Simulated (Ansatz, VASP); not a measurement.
MoS2: VASP beside Ansatz

INCAR

```
ALGO = Normal ; EDIFF = 1E-6
ENCUT = 520 ; GGA = CA
ISIF = 2 ; ISMEAR = -1
LASPH = T ; LCHARG = T
LELF = T ; LREAL = F
LVHAR = T ; LWAVE = F
NBANDS = 20 ; NELM = 100
PREC = Accurate ; SIGMA = 0.05
```

The input KPOINTS:

```
k-points
0
Gamma
  10 10 2
```

The input POSCAR:

```
MoS2
1.0
    3.2260272831      0.0000000000      0.0000000000
   -1.6130136416      2.7938215805      0.0000000000
    0.0000000000      0.0000000000     17.5627129508
Mo S
1 2
Direct
    0.0000000000      0.0000000000      0.0000000000
    0.3333333333      0.6666666667      0.9105070200
    0.3333333333      0.6666666667      0.0894929800
```

Contents of input.yaml:

```yaml
crystal:
  lattice:
    - [3.2260272831, 0.0, 0.0]
    - [-1.6130136416, 2.7938215805, 0.0]
    - [0.0, 0.0, 17.5627129508]
  atoms:
    - { symbol: Mo, position: [0.0, 0.0, 0.0] }
    - { symbol: S, position: [0.3333333333, 0.6666666667, 0.91050702] }
    - { symbol: S, position: [0.3333333333, 0.6666666667, 0.08949298] }
hamiltonian:
  xc: lda
  pseudopotentials: { kind: paw }
kpoints:
  mp_grid: { grid: [10, 10, 2] }
scf:
  occupations: { method: fermi_dirac, width: 0.05 }
output:
  forces: true
  stress: true
  eigenvalues: true
```

Alike in both runs: task single point; functional LDA; k mesh 10 × 10 × 2; occupations fermi-dirac, width 0.05 eV; no spin polarisation.

|  | VASP | Ansatz |
| --- | --- | --- |
| version | VASP 6.6.1 | Ansatz 0.2.0 |
| potentials or method | VASP PAW LDA potentials, release 64 (Mo_sv, S) | Ansatz PAW |
| plane-wave cutoff (eV) | 520 | 420 |
| valence electrons in the cell | 26 | 26 |

```tsv
	VASP	Ansatz	Ansatz less VASP
gap on the k mesh at the Fermi level (eV)	1.64	1.63	-0.010
least direct gap on the mesh (eV)	1.82	1.82	-0.006
rms of the force components (eV/Å)	0.459	0.467	+0.0085
```

Atom by atom the forces differ by 0.009 eV/Å (rms over components).

Caveats: the PAW data sets come from PBE, with cores solved anew for the run's functional, which leaves a small shift of forces and pressure (Ansatz).
